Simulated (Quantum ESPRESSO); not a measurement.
# MoS2 (R3m) in Quantum ESPRESSO: settings compared, part 3 of 5

Quantum ESPRESSO 7.5. Earlier steps stand in the parts before.

### Step 4. Phonons, PBEsol

pw.in

```
&CONTROL
  calculation = 'scf'
  prefix = 'pwscf'
  outdir = './tmp'
  pseudo_dir = './pseudo'
  tprnfor = .true.
  tstress = .true.
  disk_io = 'low'
/
&SYSTEM
  ibrav = 0
  celldm(1) = 8
  nat = 3
  ntyp = 2
  ecutwfc = 45
  ecutrho = 360
  nbnd = 20
  occupations = 'smearing'
  smearing = 'fd'
  degauss = 0.00367493
/
&ELECTRONS
  conv_thr = 6d-10
  electron_maxstep = 120
  mixing_beta = 0.5
/
ATOMIC_SPECIES
Mo    95.9500 mo_pbesol_v1.uspp.F.UPF
S     32.0600 s_pbesol_v1.4.uspp.F.UPF
CELL_PARAMETERS alat
  0.3732209096136   0.2154791926280   1.4527269583061
 -0.3732209096136   0.2154791926280   1.4527269583061
  0.0000000000000  -0.4309583852559   1.4527269583061
ATOMIC_POSITIONS crystal
Mo     0.0000000000    0.0000000000    0.0000000000
S      0.4170000000    0.4170000000    0.4170000000
S      0.2500000000    0.2500000000    0.2500000000
K_POINTS automatic
6 6 6 1 1 1
```

relax.in

```
&CONTROL
  calculation = 'vc-relax'
  prefix = 'pwscf'
  outdir = './tmp'
  pseudo_dir = './pseudo'
  tprnfor = .true.
  tstress = .true.
  disk_io = 'low'
  nstep = 40
  forc_conv_thr = 0.0001
  etot_conv_thr = 1d-06
/
&SYSTEM
  ibrav = 0
  celldm(1) = 8
  nat = 3
  ntyp = 2
  ecutwfc = 45
  ecutrho = 360
  nbnd = 20
  occupations = 'smearing'
  smearing = 'fd'
  degauss = 0.00367493
/
&ELECTRONS
  conv_thr = 6d-10
  electron_maxstep = 120
  mixing_beta = 0.5
/
&IONS
  ion_dynamics = 'bfgs'
/
&CELL
  cell_dynamics = 'bfgs'
  press = 0
  press_conv_thr = 0.2
/
ATOMIC_SPECIES
Mo    95.9500 mo_pbesol_v1.uspp.F.UPF
S     32.0600 s_pbesol_v1.4.uspp.F.UPF
CELL_PARAMETERS alat
  0.3732209096136   0.2154791926280   1.4527269583061
 -0.3732209096136   0.2154791926280   1.4527269583061
  0.0000000000000  -0.4309583852559   1.4527269583061
ATOMIC_POSITIONS crystal
Mo     0.0000000000    0.0000000000    0.0000000000
S      0.4170000000    0.4170000000    0.4170000000
S      0.2500000000    0.2500000000    0.2500000000
K_POINTS automatic
6 6 6 1 1 1
```

gamma.in

```
&CONTROL
  calculation = 'bands'
  prefix = 'pwscf'
  outdir = './tmp'
  pseudo_dir = './pseudo'
  disk_io = 'low'
  verbosity = 'high'
/
&SYSTEM
  ibrav = 0
  celldm(1) = 8
  nat = 3
  ntyp = 2
  ecutwfc = 45
  ecutrho = 360
  nbnd = 20
  occupations = 'smearing'
  smearing = 'fd'
  degauss = 0.00367493
/
&ELECTRONS
  conv_thr = 1d-08
  electron_maxstep = 120
  mixing_beta = 0.5
  diago_full_acc = .true.
  startingwfc = 'random'
/
ATOMIC_SPECIES
Mo    95.9500 mo_pbesol_v1.uspp.F.UPF
S     32.0600 s_pbesol_v1.4.uspp.F.UPF
CELL_PARAMETERS alat
  0.3709236595274   0.2141528746769   1.4706831253125
 -0.3709236595274   0.2141528746769   1.4706831253125
 -0.0000000000000  -0.4283057493538   1.4706831253125
ATOMIC_POSITIONS crystal
Mo     0.0000987923    0.0000987923    0.0000987923
S      0.4168598040    0.4168598040    0.4168598040
S      0.2500414037    0.2500414037    0.2500414037
K_POINTS crystal
1
0.0 0.0 0.0 1
```

scf2.in

```
&CONTROL
  calculation = 'scf'
  prefix = 'pwscf'
  outdir = './tmp'
  pseudo_dir = './pseudo'
  tprnfor = .true.
  tstress = .true.
  disk_io = 'low'
/
&SYSTEM
  ibrav = 0
  celldm(1) = 8
  nat = 3
  ntyp = 2
  ecutwfc = 45
  ecutrho = 360
  nbnd = 20
  occupations = 'fixed'
/
&ELECTRONS
  conv_thr = 1d-13
  electron_maxstep = 120
  mixing_beta = 0.5
  startingpot = 'file'
/
ATOMIC_SPECIES
Mo    95.9500 mo_pbesol_v1.uspp.F.UPF
S     32.0600 s_pbesol_v1.4.uspp.F.UPF
CELL_PARAMETERS alat
  0.3709236595274   0.2141528746769   1.4706831253125
 -0.3709236595274   0.2141528746769   1.4706831253125
 -0.0000000000000  -0.4283057493538   1.4706831253125
ATOMIC_POSITIONS crystal
Mo     0.0000987923    0.0000987923    0.0000987923
S      0.4168598040    0.4168598040    0.4168598040
S      0.2500414037    0.2500414037    0.2500414037
K_POINTS automatic
6 6 6 1 1 1
```

ph.in

```
phonons of MoS2
&INPUTPH
  prefix = 'pwscf'
  outdir = './tmp'
  tr2_ph = 1d-18
  fildyn = 'dyn'
  niter_ph = 90
  alpha_mix(1) = 0.7
  epsil = .true.
/
0.0000000000 0.0000000000 0.0000000000
```

dynmat.in

```
&INPUT
  fildyn = 'dyn'
  asr = 'crystal'
  lperm = .true.
  filout = 'dynmat.disp'
  fileig = 'dynmat.eig'
/
```

dynmat_lo.in

```
&INPUT
  fildyn = 'dyn'
  asr = 'crystal'
  filout = 'dynmat_lo.disp'
  fileig = 'dynmat_lo.eig'
  q(1) = 0
  q(2) = 0
  q(3) = 1
/
```

Potentials or basis: GBRV 1.5 PBEsol.

Launch:

```sh
> OMP_NUM_THREADS=1 mpirun -n 4 pw.x -nk 4 -in pw.in > pw.out
> OMP_NUM_THREADS=1 mpirun -n 4 pw.x -nk 4 -in relax.in > relax.out
> OMP_NUM_THREADS=1 mpirun -n 4 pw.x -in gamma.in > gamma.out
> OMP_NUM_THREADS=1 mpirun -n 4 pw.x -nk 4 -in scf2.in > scf2.out
> OMP_NUM_THREADS=1 mpirun -n 4 ph.x -nk 4 -in ph.in > ph.out
> OMP_NUM_THREADS=1 mpirun -n 1 dynmat.x -in dynmat.in > dynmat.out
> OMP_NUM_THREADS=1 mpirun -n 1 dynmat.x -in dynmat_lo.in > dynmat_lo.out
```

pw.out:

```text
This program is part of the open-source Quantum ESPRESSO suite
     for quantum simulation of materials; please cite
[... 6 lines left out ...]
     using ibrav=0 with symmetry is DISCOURAGED, use correct ibrav instead

     K-points division:     npool     =       4
     Subspace diagonalization in iterative solution of the eigenvalue problem:
     a serial algorithm will be used

     G-vector sticks info
     --------------------
     sticks:   dense  smooth     PW     G-vecs:    dense   smooth      PW
     Sum        2013    1003    335                41357    14647    2801

     Using Slab Decomposition

     bravais-lattice index     =            0
     lattice parameter (alat)  =       8.0000  a.u.
     unit-cell volume          =     358.9025 (a.u.)^3
     number of atoms/cell      =            3
     number of atomic types    =            2
[... 230 lines left out ...]

   -50.3722 -24.7278 -24.5254 -24.5162  -1.9799  -1.7327   4.8229   5.2822
     6.2404   7.0113   8.0167   8.7028   9.7724  12.6524  13.1831  13.6924
    15.0200  16.9509  19.2335  19.6373

          k =-0.2233 0.6446 0.0191 (  1818 PWs)   bands (ev):
[... 109 lines left out ...]
   -50.4039 -24.5887 -24.4735 -24.3921  -3.3844  -2.5294   5.4029   6.8193
     6.8498   8.0086   8.2032   8.9228  10.3144  12.9045  13.0063  13.1868
    13.8422  18.1719  19.7339  20.3256

     the Fermi energy is    11.4819 ev

!    total energy              =    -187.57540160 Ry
     estimated scf accuracy    <          3.9E-10 Ry
     smearing contrib. (-TS)   =      -0.00000036 Ry
     internal energy E=F+TS    =    -187.57540124 Ry

     The total energy is F=E-TS. E is the sum of the following terms:
     one-electron contribution =     -87.50668697 Ry
     hartree contribution      =      54.92043454 Ry
     xc contribution           =     -36.03875182 Ry
     ewald contribution        =    -118.95039699 Ry

     convergence has been achieved in  10 iterations

     Forces acting on atoms (cartesian axes, Ry/au):

     atom    1 type  1   force =    -0.00000000    0.00000000    0.00333560
     atom    2 type  2   force =     0.00000000   -0.00000000    0.00632715
     atom    3 type  2   force =     0.00000000   -0.00000000   -0.00966275

     Total force =     0.012022     Total SCF correction =     0.000030

     Computing stress (Cartesian axis) and pressure

          total   stress  (Ry/bohr**3)                   (kbar)     P=        0.11
  -0.00006775   0.00000000  -0.00000000           -9.97        0.00       -0.00
  -0.00000000  -0.00006775   0.00000000           -0.00       -9.97        0.00
  -0.00000000   0.00000000   0.00013769           -0.00        0.00       20.25

=------------------------------------------------------------------------------=
   JOB DONE.
=------------------------------------------------------------------------------=
```

gamma.out:

```text
This program is part of the open-source Quantum ESPRESSO suite
     for quantum simulation of materials; please cite
         "P. Giannozzi et al., J. Phys.:Condens. Matter 21 395502 (2009);
         "P. Giannozzi et al., J. Phys.:Condens. Matter 29 465901 (2017);
         "P. Giannozzi et al., J. Chem. Phys. 152 154105 (2020);
     in publications or presentations arising from this work. More details at
[... 177 lines left out ...]

   -50.4029 -24.6081 -24.3392 -24.3392  -4.0484  -2.3750   4.0351   7.7010
     7.7010   8.8379   8.8379   9.6771   9.7630  13.1574  13.1574  13.5397
    13.5397  16.5809  19.1436  19.2898

=------------------------------------------------------------------------------=
   JOB DONE.
=------------------------------------------------------------------------------=
```

It took 18 min on 4 MPI ranks of Arm Neoverse V2, shared host; peak memory 1.4 GiB.

Results:

```yaml
Free_energy: -2552.0993 eV
Pressure_after_relaxing: 0.0 GPa
Electronic_dielectric_tensor_diagonal: 15.38, 15.38, 6.39
Born_charges_mean_of_the_diagonal: Mo -0.99; S +0.48, +0.51 e
Highest_phonon_frequency_at_Γ_LO-TO_splitting_left_out: 468 cm⁻¹
Static_dielectric_tensor_diagonal: 15.59, 15.59, 6.44
```

Step by step:
```
step  energy change (eV)  largest force (eV/Å)  pressure (GPa)  volume (Å³)
   1              0.0000                0.2484            0.01        53.18
   2             -0.0039                0.0547           -0.48        53.19
   3             -0.0057                0.0333           -0.20        52.96
   4             -0.0058                0.0147           -0.01        52.89
   5             -0.0058                0.0078            0.03        52.88
   6             -0.0058                0.0069            0.04        52.89
   7             -0.0059                0.0069            0.06        52.90
   8             -0.0059                0.0093            0.07        52.92
   9             -0.0059                0.0112            0.08        52.94
  10             -0.0059                0.0123            0.08        52.99
  11             -0.0059                0.0117            0.07        53.06
  12             -0.0060                0.0088            0.04        53.16
  13             -0.0060                0.0053            0.02        53.18
  14             -0.0060                0.0009            0.00        53.18
```

Final structure:
```yaml
crystal:
  lattice:
    - [1.57027, 0.90660, 6.22602]
    - [-1.57027, 0.90660, 6.22602]
    - [0.00000, -1.81320, 6.22602]
  atoms:
    - { symbol: Mo, position: [0.00010, 0.00010, 0.00010] }
    - { symbol: S, position: [0.41686, 0.41686, 0.41686] }
    - { symbol: S, position: [0.25004, 0.25004, 0.25004] }
```

Phonon frequencies in cm⁻¹ (negative: imaginary):
```csv
q point,frequencies
"(0.000, 0.000, 0.000)",-1 2 2 287 287 385 385 408 468
```

Electronic dielectric tensor:
```
15.38  0.00  0.00
 0.00 15.38  0.00
 0.00  0.00  6.39
```

Born effective charge tensors (e):
atom 1, Mo
```
-1.15  0.00  0.00
 0.00 -1.15  0.00
 0.00  0.00 -0.67
```
atom 2, S
```
0.56 0.00 0.00
0.00 0.56 0.00
0.00 0.00 0.30
```
atom 3, S
```
0.58 0.00 0.00
0.00 0.58 0.00
0.00 0.00 0.37
```

Optical modes at Γ, degenerate ones joined, polar ones without the macroscopic field:
| cm⁻¹ | components | symmetry | active in | IR intensity, summed ((D/Å)²/amu) |
| --- | --- | --- | --- | --- |
| 287 | 2 | E | IR and Raman | 0.00 |
| 385 | 2 | E | IR and Raman | 1.58 |
| 408 | 1 | A1 | IR and Raman | 0.00 |
| 468 | 1 | A1 | IR and Raman | 0.27 |

Zone-centre frequencies without and with the macroscopic field along z (cm⁻¹):
|  | optical modes in rising order |
| --- | --- |
| without | 287 287 385 385 408 468 |
| with the field | 287 287 385 385 408 470 |

Static dielectric tensor, electrons and zone-centre modes:
```
15.59  0.00  0.00
 0.00 15.59  0.00
 0.00  0.00  6.44
```

Caveat: the layers were relaxed without a dispersion term, so their spacing and the soft interlayer modes are unreliable.

[end of part 3 of 5]
